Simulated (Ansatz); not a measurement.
Here is an Ansatz 0.2.0 calculation.

Contents of input.yaml:

```yaml
crystal:
  lattice:
    - [0.0, 2.8338, 2.8338]
    - [2.8338, 0.0, 2.8338]
    - [2.8338, 2.8338, 0.0]
  atoms:
    - { symbol: Se, position: [0.75, 0.75, 0.75] }
    - { symbol: Zn, position: [0.0, 0.0, 0.0] }
kpoints:
  mp_grid: { grid: [8, 8, 8] }
scf:
  occupations: { method: gaussian, width: 0.02 }
hamiltonian:
  xc: pbe
  pseudopotentials: { kind: all_electron, lapw: { basis_error: 0.001 } }
output:
  forces: true
  stress: true
  eigenvalues: true
```

Potentials or basis: all-electron LAPW, scalar-relativistic.

The run is started by

```console
$ ansatz run input.yaml --threads 1 --pin off --max-ram 3072MiB --backend cpu --events-out ev --progress --plain --runs-dir out
```

Task: What does it give for the pressure?

Result: 2.1 GPa.

Task: Estimate the band gap on the k mesh.

Result: 1.29 eV, direct.

**What was measured.**

“Alloy Disordering Effects on the Thermal Conductivity and Energy Gap Temperature Dependence of Cd1−xZnxSe Ternary Crystals Grown by the Bridgman Method”, 2023, pmc:10253836 reports, for a bulk crystal of ZnSe at 300 K: band gap 2.695 ± 0.003 eV (an exciton energy, a little under the gap).

Measured gap of ZnSe: 2.695 eV (an exciton energy, a little under the gap; 300 K; “Alloy Disordering Effects on the Thermal Conductivity and Energy Gap Temperature Dependence of Cd1−xZnxSe Ternary Crystals Grown by the Bridgman Method”, 2023, pmc:10253836). This calculation gives 1.29 eV (-1.40 eV). So large a miss can be the level of theory's own, or it may mean another phase, state or a wrong row. Spin-orbit coupling on Se is left out. The value is that of PBE, without temperature or zero-point motion. Semilocal functionals fall short of measured gaps as a rule.
